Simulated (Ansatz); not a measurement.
# HfO2 (Pnma) in Ansatz: relaxation of cell and atoms with PBE

Aim: the relaxation of cell and atoms of HfO2 with PBE.

Everything below comes from runs of Ansatz 0.2.0. Logs are shortened: lines on timing, memory, paths and dates and some standing lists are left out, and cuts for length are marked.

## (1) The structure

It takes space group Pnma (No. 62, orthorhombic). Conventional cell: a = 5.556 Å, b = 3.334 Å, c = 6.505 Å, α = 90.00°, β = 90.00°, γ = 90.00°. Hf (site symmetry m) is surrounded by 7 O at 2.14 to 2.27 Å. Around O (site symmetry m) lie 4 Hf at 2.14 to 2.17 Å. O (site symmetry m) is surrounded by 3 Hf at 2.16 to 2.27 Å.

Measurements of this composition are mostly on another form, of space group No. 14.

## (2) Relaxation of cell and atoms, PBE

input.yaml reads:

```yaml
crystal:
  lattice:
    - [5.556395, 0.0, 0.0]
    - [0.0, 3.333597, 0.0]
    - [0.0, 0.0, 6.504995]
  atoms:
    - { symbol: Hf, position: [0.748682, 0.75, 0.607871] }
    - { symbol: Hf, position: [0.251318, 0.25, 0.392129] }
    - { symbol: Hf, position: [0.248682, 0.75, 0.892129] }
    - { symbol: Hf, position: [0.751318, 0.25, 0.107871] }
    - { symbol: O, position: [0.639499, 0.25, 0.4234] }
    - { symbol: O, position: [0.360501, 0.75, 0.5766] }
    - { symbol: O, position: [0.139499, 0.25, 0.0766] }
    - { symbol: O, position: [0.860501, 0.75, 0.9234] }
    - { symbol: O, position: [0.520794, 0.25, 0.841453] }
    - { symbol: O, position: [0.479206, 0.75, 0.158547] }
    - { symbol: O, position: [0.020794, 0.25, 0.658547] }
    - { symbol: O, position: [0.979206, 0.75, 0.341453] }
hamiltonian:
  xc: pbe
  pseudopotentials: { kind: paw }
kpoints:
  mp_grid: { grid: [5, 8, 4] }
scf:
  occupations: { method: fermi_dirac, width: 0.05 }
output:
  forces: true
  stress: true
  eigenvalues: true
relax:
  f_tol: 0.01
  max_steps: 40
  cell: { stress_tol: 0.05 }
```

Potentials or basis: Ansatz PAW.

Run with:

```console
> ansatz run input.yaml --threads 4 --pin off --max-ram 11264MiB --backend cpu --events-out ev --progress --plain --runs-dir out
```

What it wrote:

```text
Warning: RAYON_NUM_THREADS=4 ignored (pool sized by the plan → 4); use --threads N
Engine: ansatz 0.2.0, x86_64-unknown-linux-gnu
Pseudopotentials: kind: paw
Pseudopotential: Hf, paw, valence charge 26, recommended cutoff 420 eV (normal), Hf.paw.azcp
Pseudopotential: O, paw, valence charge 6, recommended cutoff 420 eV (normal), O.paw.azcp
Functional definition: PBE
  parameter kappa = 0.804
  parameter beta = 0.06672455060314922
  exchange = pbe_x(kappa = kappa, mu = beta*pi^2/3)
  correlation = pbe_c(beta = beta)
Crystal: 12 atoms, lattice volume = 120.491 Å³
Basis set: ecut = 420 eV, 2361 PW (Γ), exchange–correlation on 80×48×90 points (8 copies of the dense FFT grid, shifted against one another)
Bands: 92, of which v1, the nominal top of the filled ones, is band 76 counted from 1 (75 counted from 0)
Symmetry: 8 space group operations
Space group: Pnma (ITA 62), of the structure as read, at distance tolerance 4.9e-5 Å
k-points: 45 of 160
Non-local potential: Hf, projectors of the file, l = 0: 3, l = 1: 2, l = 2: 2, l = 3: 3
Non-local potential: O, projectors of the file, l = 0: 2, l = 1: 2, l = 2: 1
PAW form: soft (Blöchl's): semilocal exchange-correlation on the pseudo side does not see the compensation charge
PAW one-centre angular grid: Hf, 590 points (default); XC on 64 Gauss nodes
PAW one-centre angular grid: O, 110 points (default); XC on 64 Gauss nodes
Initial density: superposition of atomic densities (neutral atoms: chi_scale 0, normalization atom), corrected by the library's trained network
Initial wavefunctions: pseudopotential atomic-orbital guess
Functional: x = pbe(κ = 0.804, μ = 0.2195149727645171), c = pbe(β = 0.06672455060314922)
SCF iter   1: F=—  HF=-67445.067248 eV  |F-HF|=—  |Δ(HF+E_count)|=         —  Δρ=3.92e-3  dr2=1.85e-2  ethr=1.77e-3  ⟨swp⟩=5.1  Hψ=12758  notcnv=0  defer=126
preconditioner: auto → Resta (q_TF=auto, 2.836 Å⁻¹)  ε∞=5.9  [insulator: Δε(μ)=3.421 eV  Ē_g=18.349 eV  σ=0.050 eV  W_gap=1.00  n_scr=42 (ndim 8)  ℏωp=40.6 eV  f_vac=0.000  D(μ)=0.00/eV (n_scr^D=0)  ε∞_Penn≈5.9]
SCF iter   2: F=—  HF=-67445.065572 eV  |F-HF|=—  |Δ(HF+E_count)|=   1.68e-3  Δρ=2.02e-3  dr2=3.37e-3  ethr=1.22e-5  ⟨swp⟩=2.0  Hψ=7373  notcnv=0  defer=171
SCF iter   3: F=—  HF=-67445.065948 eV  |F-HF|=—  |Δ(HF+E_count)|=   3.76e-4  Δρ=8.55e-4  dr2=1.02e-3  ethr=2.22e-6  ⟨swp⟩=2.0  Hψ=4932  notcnv=0  defer=171
SCF iter   4: F=—  HF=-67445.065978 eV  |F-HF|=—  |Δ(HF+E_count)|=   3.08e-5  Δρ=2.01e-4  dr2=3.55e-5  ethr=6.70e-7  ⟨swp⟩=2.1  Hψ=6358  notcnv=0  defer=171
SCF iter   5: F=—  HF=-67445.065821 eV  |F-HF|=—  |Δ(HF+E_count)|=   1.58e-4  Δρ=6.73e-5  dr2=4.28e-6  ethr=2.34e-8  ⟨swp⟩=2.0  Hψ=7141  notcnv=0  defer=171
SCF iter   6: F=—  HF=-67445.065821 eV  |F-HF|=—  |Δ(HF+E_count)|=   4.15e-8  Δρ=3.92e-5  dr2=1.47e-6  ethr=2.82e-9  ⟨swp⟩=2.0  Hψ=6524  notcnv=0  defer=171
SCF iter   7: F=-67445.065821 eV  HF=-67445.065821 eV  |F-HF|=1.24e-8  |Δ(HF+E_count)|=   2.35e-7  Δρ=7.77e-6  dr2=5.49e-8  ethr=6.58e-11  ⟨swp⟩=9.1  Hψ=20991  notcnv=0
SCF 1 converged in 7 iterations: F = -67445.065821 eV  dr2 = 5.49e-8
relax step   1: F+E_penalty+E_count = -67445.06582073 eV  Δ(F+E_penalty+E_count) = +0.000e0 eV  max|allowed force component| = 5.952e-2 eV/Å  Δτ_max = 0.0000 Å  P = +3.264 GPa  Ω = 120.491 Å³  (7 SCF iters, dr2 threshold 1.00e-7 eV, accepted)
Crystal: 12 atoms, lattice volume = 122.289 Å³
Basis set: ecut = 420 eV, 2417 PW (Γ), exchange–correlation on 80×48×90 points (8 copies of the dense FFT grid, shifted against one another)
Initial density: handed on by an earlier stage of this run
Initial wavefunctions: those handed on with the density
iter 1 solved again at ethr=2.82e-6 eV; its pass at ethr=3.10e-3 eV (dr2=4.29e-3 eV) is discarded
SCF iter   1: F=—  HF=-67445.069618 eV  |F-HF|=—  |Δ(HF+E_count)|=         —  Δρ=2.02e-3  dr2=3.88e-3  ethr=2.82e-6  ⟨swp⟩=1.7  Hψ=16481  notcnv=0
preconditioner: auto → Resta (q_TF=auto, 2.829 Å⁻¹)  ε∞=5.9  [insulator: Δε(μ)=3.436 eV  Ē_g=18.267 eV  σ=0.050 eV  W_gap=1.00  n_scr=42 (ndim 8)  ℏωp=40.3 eV  f_vac=0.000  D(μ)=0.00/eV (n_scr^D=0)  ε∞_Penn≈5.9]
SCF iter   2: F=—  HF=-67445.068733 eV  |F-HF|=—  |Δ(HF+E_count)|=   8.85e-4  Δρ=8.56e-4  dr2=9.68e-4  ethr=2.55e-6  ⟨swp⟩=2.0  Hψ=6832  notcnv=0
SCF iter   3: F=—  HF=-67445.068387 eV  |F-HF|=—  |Δ(HF+E_count)|=   3.46e-4  Δρ=4.13e-4  dr2=2.34e-4  ethr=6.37e-7  ⟨swp⟩=2.1  Hψ=4937  notcnv=0
SCF iter   4: F=—  HF=-67445.068345 eV  |F-HF|=—  |Δ(HF+E_count)|=   4.18e-5  Δρ=1.02e-4  dr2=9.58e-6  ethr=1.54e-7  ⟨swp⟩=2.0  Hψ=7352  notcnv=0
SCF iter   5: F=—  HF=-67445.068353 eV  |F-HF|=—  |Δ(HF+E_count)|=   7.84e-6  Δρ=7.03e-5  dr2=4.20e-6  ethr=6.30e-9  ⟨swp⟩=2.0  Hψ=7560  notcnv=0
[... 57 lines left out ...]
SCF converged after 5 iterations
Free energy (F): -67445.080441 eV
Harris-Foulkes:  -67445.080441 eV  (|F-HF|=8.73e-11)
Internal energy: -67445.080441 eV  (E = F + TS)
E sigma→0 (E₀):  -67445.080441 eV
Fermi energy:    18.906485 eV
--- Per-component energies (eV) ---
  E_band       = 420.250933
  E_kinetic    = 3086.659441
  E_local      = -21405.951089  (includes V_loc(G=0)·N_el)
  E_nonlocal   = -4589.665989
  E_hartree    = 9864.381223
  E_xc         = -1791.661969
  E_vxc        = -1820.406415  (∫ρ·V_xc dr)
  E_paw        = -28970.379137  (= ΣΔE_a)
  E_vpaw       = 5420.832104  (= ΣTr[D̂ρ^β])
  E_aug_tail   = 0.019820  (compensation charges beyond the density's cutoff)
  E_ewald      = -23638.482740
  E_smearing   = -0.000000  (= −TS)
  E_closure    = 0.000000  (closes the sum)
  Σ components = -67445.080441   (vs F -67445.080441, Δ=0.00e0)
--- Forces (eV/Å), atoms counted from 1 ---
  atom   1  Hf     0.00449885    -0.00000000     0.00136725
  atom   2  Hf    -0.00449885     0.00000000    -0.00136725
  atom   3  Hf     0.00449885    -0.00000000    -0.00136725
  atom   4  Hf    -0.00449885     0.00000000     0.00136725
  atom   5  O     -0.00101543    -0.00000000     0.00152977
  atom   6  O      0.00101543    -0.00000000    -0.00152977
  atom   7  O     -0.00101543     0.00000000    -0.00152977
  atom   8  O      0.00101543    -0.00000000     0.00152977
  atom   9  O     -0.00149804    -0.00000000     0.00120723
  atom  10  O      0.00149804     0.00000000    -0.00120723
  atom  11  O     -0.00149804    -0.00000000    -0.00120723
  atom  12  O      0.00149804     0.00000000     0.00120723
  max |Σ_I F_I| component: 2.17e-18 eV/Å
--- Stress (GPa, compression-positive) ---
       -0.011970      -0.000000      -0.000000
       -0.000000       0.042322       0.000000
       -0.000000       0.000000       0.018007
  P = ⅓ Tr σ = 0.0161 GPa (0.161 kbar)
--- Band table (eV; the first three rows and the last of 45) ---
  k-point 0: bands = ["-43.6162", "-43.5991", "-43.5985", "-43.5946", "-12.6645", "-12.5266", "-12.4710", "-12.3722", "-12.2961", "-12.2455", "-12.2286", "-12.1610", "-12.1520", "-12.1402", "-12.1314", "-12.1103", "-1.5619", "0.0270", "0.0625", "0.5547", "0.8796", "0.8817", "0.9558", "1.1363", "6.4673", "6.4843", "6.4872", "6.4905", "6.4941", "6.4950", "6.4985", "6.4999", "6.5016", "6.5036", "6.5041", "6.5087", "6.5112", "6.5125", "6.5155", "6.5194", "6.5195", "6.5220", "6.5304", "6.5343", "6.5363", "6.5408", "6.5433", "6.5438", "6.5494", "6.5609", "6.5734", "6.5743", "12.0296", "12.1191", "12.5864", "12.6881", "12.8467", "13.2581", "13.2672", "13.3327", "13.6274", "13.8388", "13.8699", "14.0617", "14.5899", "14.7602", "14.7670", "15.2524", "15.3473", "15.6420", "15.9251", "16.3395", "16.3674", "16.8133", "17.1069", "17.1498", "20.5922", "21.4720", "21.5793", "22.1149", "22.7446", "22.9165", "23.0043", "23.6589", "23.7704", "23.8102", "23.9817", "24.1229", "24.2095", "24.5674", "24.7276", "24.8881"]
  k-point 1: bands = ["-43.6144", "-43.6039", "-43.5956", "-43.5945", "-12.6339", "-12.4860", "-12.4505", "-12.4294", "-12.2906", "-12.2294", "-12.2201", "-12.2029", "-12.1736", "-12.1376", "-12.1300", "-12.1235", "-1.3782", "-0.3111", "0.1491", "0.5222", "0.9220", "0.9539", "0.9599", "1.1183", "6.4688", "6.4819", "6.4900", "6.4909", "6.4953", "6.4973", "6.4997", "6.5019", "6.5055", "6.5073", "6.5076", "6.5097", "6.5101", "6.5115", "6.5152", "6.5171", "6.5234", "6.5254", "6.5259", "6.5278", "6.5362", "6.5367", "6.5407", "6.5418", "6.5452", "6.5556", "6.5794", "6.5844", "11.8765", "11.9839", "12.4269", "12.5061", "12.9782", "13.1089", "13.4704", "13.6128", "13.7075", "13.8193", "14.2071", "14.3478", "14.4045", "14.7234", "14.8611", "15.0662", "15.3223", "15.7513", "16.0466", "16.1981", "16.5553", "16.7201", "16.8079", "16.9818", "20.9021", "21.5606", "21.6282", "22.2222", "22.5745", "22.6941", "22.8011", "23.0509", "23.9179", "23.9732", "24.0603", "24.3761", "24.4304", "24.4619", "24.8707", "25.0573"]
  k-point 2: bands = ["-43.6098", "-43.6098", "-43.5945", "-43.5945", "-12.5540", "-12.5540", "-12.3887", "-12.3887", "-12.3206", "-12.3206", "-12.1984", "-12.1984", "-12.1637", "-12.1637", "-12.1324", "-12.1324", "-0.8974", "-0.8974", "0.3468", "0.3468", "0.9585", "0.9585", "1.0604", "1.0604", "6.4741", "6.4741", "6.4920", "6.4920", "6.4999", "6.4999", "6.5053", "6.5053", "6.5055", "6.5055", "6.5092", "6.5092", "6.5099", "6.5099", "6.5186", "6.5186", "6.5209", "6.5209", "6.5280", "6.5280", "6.5370", "6.5370", "6.5408", "6.5408", "6.5424", "6.5424", "6.5877", "6.5877", "11.8026", "11.8026", "12.3337", "12.3337", "13.3249", "13.3249", "13.3952", "13.3952", "13.8346", "13.8346", "14.3098", "14.3098", "14.6017", "14.6017", "15.2514", "15.2514", "15.5876", "15.5876", "15.8869", "15.8869", "16.6102", "16.6102", "16.7589", "16.7589", "21.4207", "21.4207", "22.1562", "22.1562", "22.4065", "22.4065", "22.5081", "22.5081", "23.9739", "23.9739", "24.1211", "24.1211", "24.9329", "24.9329", "25.2506", "25.2506"]
  k-point 44: bands = ["-43.5928", "-43.5928", "-43.5896", "-43.5896", "-12.6427", "-12.6427", "-12.6023", "-12.6023", "-12.3027", "-12.3027", "-12.2991", "-12.2991", "-12.2158", "-12.2158", "-12.1879", "-12.1879", "0.1187", "0.1187", "0.1959", "0.1959", "0.7897", "0.7897", "0.7899", "0.7899", "6.4834", "6.4834", "6.4842", "6.4842", "6.5046", "6.5046", "6.5055", "6.5055", "6.5081", "6.5081", "6.5135", "6.5135", "6.5179", "6.5179", "6.5211", "6.5211", "6.5263", "6.5263", "6.5289", "6.5289", "6.5380", "6.5380", "6.5448", "6.5448", "6.5514", "6.5514", "6.5530", "6.5530", "11.7647", "11.7647", "11.9355", "11.9355", "12.7058", "12.7058", "12.7870", "12.7870", "13.8044", "13.8044", "14.2987", "14.2987", "15.5390", "15.5390", "15.5828", "15.5828", "15.8781", "15.8781", "15.9738", "15.9738", "16.3945", "16.3945", "16.4654", "16.4654", "22.6574", "22.6574", "23.1247", "23.1247", "23.2984", "23.2984", "23.4744", "23.4744", "24.3138", "24.3138", "24.6560", "24.6560", "24.9731", "24.9731", "24.9742", "24.9742"]
--- Relaxed structure (5 steps of the walk, 5 accepted, 2 SCFs on fresh bases) ---
  F+E_penalty+E_count = -67445.08044052 eV   max|allowed force component| = 4.499e-3 eV/Å   (the final SCF, on the basis selected at the relaxed cell)
  cell:  # Å, volume = 122.0035 Å³
    - [5.576169055470448, 0.0, 0.0]
    - [0.0, 3.3488988387543746, 0.0]
    - [0.0, 0.0, 6.533326497394517]
  atoms:
    - { symbol: Hf, position: [0.7491042791355349, 0.75, 0.6074306289714999] }
    - { symbol: Hf, position: [0.2508957208644649, 0.25, 0.3925693710284999] }
    - { symbol: Hf, position: [0.2491042791355351, 0.75, 0.8925693710284998] }
    - { symbol: Hf, position: [0.7508957208644651, 0.25, 0.10743062897150009] }
    - { symbol: O, position: [0.639344091746489, 0.25, 0.4230109495086862] }
    - { symbol: O, position: [0.3606559082535111, 0.75, 0.5769890504913137] }
    - { symbol: O, position: [0.13934409174648887, 0.25, 0.07698905049131378] }
    - { symbol: O, position: [0.8606559082535112, 0.75, 0.923010949508686] }
    - { symbol: O, position: [0.5204343396633455, 0.25, 0.8417292372421847] }
    - { symbol: O, position: [0.4795656603366545, 0.75, 0.15827076275781532] }
    - { symbol: O, position: [0.020434339663345593, 0.25, 0.6582707627578152] }
    - { symbol: O, position: [0.9795656603366543, 0.75, 0.3417292372421845] }
```

Wall time 41 s (4 threads of Intel Xeon Platinum 8259CL at 2.50GHz (Skylake/Cascade Lake), shared host); peak memory 0.93 GiB.

Results:

```yaml
Free_energy: -67445.0804 eV
Relaxed_volume: 10.17 Å³/atom
Relaxed_cell: a = 5.576 Å, b = 3.349 Å, c = 6.533 Å, α = 90.00°, β = 90.00°, γ = 90.00°
Space_group_after_relaxing_to_0.05_Å: Pnma (No. 62)
Energy_gained_by_relaxing: 1.2 meV/atom
Ionic_steps: 7
Pressure_after_relaxing: 0.0 GPa
Largest_force_after_relaxing: 0.005 eV/Å
Band_gap_on_the_k_mesh: 3.44 eV, direct
```

Forces on the atoms (eV/Å):
```
Hf   0.004  0.000  0.001
Hf  -0.004  0.000 -0.001
Hf   0.004  0.000 -0.001
Hf  -0.004  0.000  0.001
O   -0.001  0.000  0.002
O    0.001  0.000 -0.002
O   -0.001  0.000 -0.002
O    0.001  0.000  0.002
O   -0.001  0.000  0.001
O    0.001  0.000 -0.001
O   -0.001  0.000 -0.001
O    0.001  0.000  0.001
```

The path:
```tsv
step	energy change (eV)	largest force (eV/Å)	volume (Å³)
1	0.0000	0.0607	120.49
2	-0.0025	0.0479	122.29
3	-0.0057	0.0414	121.91
4	-0.0060	0.0096	121.90
5	-0.0145	0.0099	121.90
6	-0.0141	0.0047	122.00
7	-0.0146	0.0047	122.00
```

Final structure:
```cif
data_structure
_symmetry_space_group_name_H-M 'P 1'
_symmetry_Int_Tables_number 1
_cell_length_a 5.5762
_cell_length_b 3.3489
_cell_length_c 6.5333
_cell_angle_alpha 90.000
_cell_angle_beta 90.000
_cell_angle_gamma 90.000
_cell_volume 122.00
loop_
_atom_site_label
_atom_site_type_symbol
_atom_site_fract_x
_atom_site_fract_y
_atom_site_fract_z
_atom_site_occupancy
Hf1 Hf 0.74910 0.75000 0.60743 1
Hf2 Hf 0.25090 0.25000 0.39257 1
Hf3 Hf 0.24910 0.75000 0.89257 1
Hf4 Hf 0.75090 0.25000 0.10743 1
O1 O 0.63934 0.25000 0.42301 1
O2 O 0.36066 0.75000 0.57699 1
O3 O 0.13934 0.25000 0.07699 1
O4 O 0.86066 0.75000 0.92301 1
O5 O 0.52043 0.25000 0.84173 1
O6 O 0.47957 0.75000 0.15827 1
O7 O 0.02043 0.25000 0.65827 1
O8 O 0.97957 0.75000 0.34173 1
```

Caveat: odd divisions of the mesh miss points on the zone boundary, where band edges often lie, so the gap on the mesh can be too wide; the plane-wave basis is chosen anew once the cell has moved, so the energies of steps on either side of that aren't comparable; the pressure holds a Pulay correction of +0.9 GPa for the finite cutoff; spin-orbit coupling is left out, which moves the levels of the heavy elements. A k mesh can miss the band edges.
